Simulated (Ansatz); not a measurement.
System: Ta (fcc type), 1 atom in the cell.

```yaml
crystal:
  lattice:
    - [0.00000, 2.11050, 2.11050]
    - [2.11050, 0.00000, 2.11050]
    - [2.11050, 2.11050, 0.00000]
  atoms:
    - { symbol: Ta, position: [0.00000, 0.00000, 0.00000] }
```
Lattice in Å, positions in fractions of it.

Code and potentials: Ansatz PAW hard set, 700 eV. Settings of the plain PBE run: k-mesh 4×4×4 Γ-centred; Fermi–Dirac smearing of 0.15 eV; no spin polarisation; no spin–orbit coupling.

Plain PBE gives:

| Item | Value |
| --- | --- |
| Pressure | 1.25 GPa |

**Question.** What changes under PBE with spin–orbit coupling?

**Answer.** The pressure falls by 0.403 GPa to 0.844 GPa.

The stress includes the program's correction for the finite plane-wave basis.

The k-mesh is coarse, so these values belong to this mesh and can lie far from the converged ones. This cubic structure is a model: it isn't the usual form of the substance at ambient conditions, and such phases are metastable or hypothetical.
